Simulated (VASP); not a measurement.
Set up this calculation in VASP 6.6.1, as the native input.

```yaml
Task: band structure
Functional: HSE06
Potentials_or_basis: VASP PAW PBE potentials, release 64 (Ge_d, Se)
Cutoff: 520 eV
k_mesh: 2 × 4 × 4
Occupations: gaussian, width 0.03 eV
Spin: no spin polarisation
Grid_for_exact_exchange_PRECFOCK: Fast
Screening_parameter: 0.2 1/A
Further_INCAR_settings: ALGO = Normal; EDIFF = 1e-07; NBANDS = 50
```

Crystal: GeSe.

```
CELL_PARAMETERS angstrom
10.96571 0.00000 0.00000
0.00000 3.88283 0.00000
0.00000 0.00000 4.42002
ATOMIC_POSITIONS crystal
Ge 0.12339 0.75000 0.88748
Ge 0.62339 0.75000 0.61252
Ge 0.37661 0.25000 0.38748
Ge 0.87661 0.25000 0.11252
Se 0.85489 0.75000 0.50187
Se 0.35489 0.75000 0.99813
Se 0.64511 0.25000 0.00187
Se 0.14511 0.25000 0.49813
```

One way to write it, as run:

POSCAR

```
GeSe                                    
1.0
   10.9657105292      0.0000000000      0.0000000000
    0.0000000000      3.8828258027      0.0000000000
    0.0000000000     -0.0000000000      4.4200214517
  Ge              Se            
     4     4
Direct
     0.1233900402920299    0.7500000000000000    0.8874820848245584
     0.6233900402920298    0.7500000000000000    0.6125179151754416
     0.3766099597079701    0.2500000000000000    0.3874820848245584
     0.8766099597079702    0.2500000000000000    0.1125179151754416
     0.8548888457788594    0.7500000000000000    0.5018714585478921
     0.3548888457788590    0.7500000000000000    0.9981285414521079
     0.6451111542211406    0.2500000000000000    0.0018714585478920
     0.1451111542211407    0.2500000000000000    0.4981285414521079
```

INCAR.step1

```
SYSTEM = GeSe
PREC = Accurate ; ENCUT = 520
EDIFF = 1E-5 ; ISMEAR = 0
SIGMA = 0.03 ; LREAL = .False.
LASPH = .True. ; NELM = 80
ALGO = Normal ; ISIF = 2
LWAVE = .True. ; LCHARG = .False.
NBANDS = 50 ; KPAR = 4
GGA = PE
```

INCAR.step2

```
SYSTEM = GeSe
PREC = Accurate ; ENCUT = 520
EDIFF = 1E-7 ; ISMEAR = 0
SIGMA = 0.03 ; LREAL = .False.
LASPH = .True. ; NELM = 80
ALGO = Normal ; ISIF = 2
LWAVE = .False. ; LCHARG = .False.
GGA = PE ; LHFCALC = .True.
HFSCREEN = 0.2 ; PRECFOCK = Fast
NBANDS = 50 ; KPAR = 4
ISTART = 1
```

KPOINTS

```
Automatic mesh
0
Gamma
  2 4 4
  0 0 0
```

KPOINTS_OPT

```
explicit points
8
Reciprocal
 0.0000000000  0.0000000000  0.0000000000 1
 0.5000000000  0.5000000000  0.5000000000 1
 0.0000000000  0.5000000000  0.5000000000 1
 0.5000000000  0.0000000000  0.5000000000 1
 0.5000000000  0.5000000000  0.0000000000 1
 0.0000000000  0.5000000000  0.0000000000 1
 0.0000000000  0.0000000000  0.5000000000 1
 0.5000000000  0.0000000000  0.0000000000 1
```

Potentials or basis: VASP PAW PBE potentials, release 64 (Ge_d, Se).

Command:

```bash
$ cat potpaw_PBE.64/Ge_d/POTCAR potpaw_PBE.64/Se/POTCAR > POTCAR
$ cp INCAR.step1 INCAR
$ mpirun -np 4 vasp_std > vasp.out
$ cp INCAR.step2 INCAR
$ mpirun -np 4 vasp_std > vasp.out
```

Results of the run:

| Item | Value |
| --- | --- |
| Pressure | -1.1 GPa |
| Largest force | 0.319 eV/Å |
| Band gap on the k mesh | 1.48 eV, direct |
| Band gap along the path | 1.48 eV, direct |

Caveat: the PAW data sets were made with another functional, which shifts forces and pressure a little.

Wall time 67 min on 4 MPI ranks on Intel(R) Xeon(R) Platinum 8488C (Sapphire Rapids) (shared host), peak memory 0.75 GiB a rank.
